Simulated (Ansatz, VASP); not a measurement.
## Be2H3: VASP beside Ansatz

```
CELL_PARAMETERS angstrom
0.00000 3.04342 3.04342
3.04342 0.00000 3.04342
3.04342 3.04342 0.00000
ATOMIC_POSITIONS crystal
Be 0.62500 0.62500 0.62500
Be 0.62500 0.62500 0.12500
Be 0.62500 0.12500 0.62500
Be 0.12500 0.62500 0.62500
H 0.12500 0.12500 0.12500
H 0.12500 0.12500 0.62500
H 0.12500 0.62500 0.12500
H 0.62500 0.12500 0.12500
H 0.25000 0.25000 0.25000
H 0.00000 0.00000 0.00000
```

Alike in both runs: functional PBE; k mesh 10 × 10 × 10; occupations gaussian, width 0.1 eV; no spin polarisation.

Ansatz relaxed the structure, and its values are those at the end. VASP's run is a single point on that final structure, the one shown.

|  | VASP | Ansatz |
| --- | --- | --- |
| version | VASP 6.6.1 | Ansatz 0.2.0 |
| potentials or method | VASP PAW PBE potentials, release 64 (Be, H) | scalar-relativistic, plane waves, PAW |
| plane-wave cutoff (eV) | 520 | 420 |
| valence electrons in the cell | 14 | 14 |

|  | VASP | Ansatz | Ansatz less VASP |
| --- | --- | --- | --- |
| gap on the k mesh at the Fermi level (eV) | none | none | - |
| pressure (GPa) | -0.1 | 0.0 | +0.09 |

A gap of «none» marks a metal or a gap that the smearing closes.
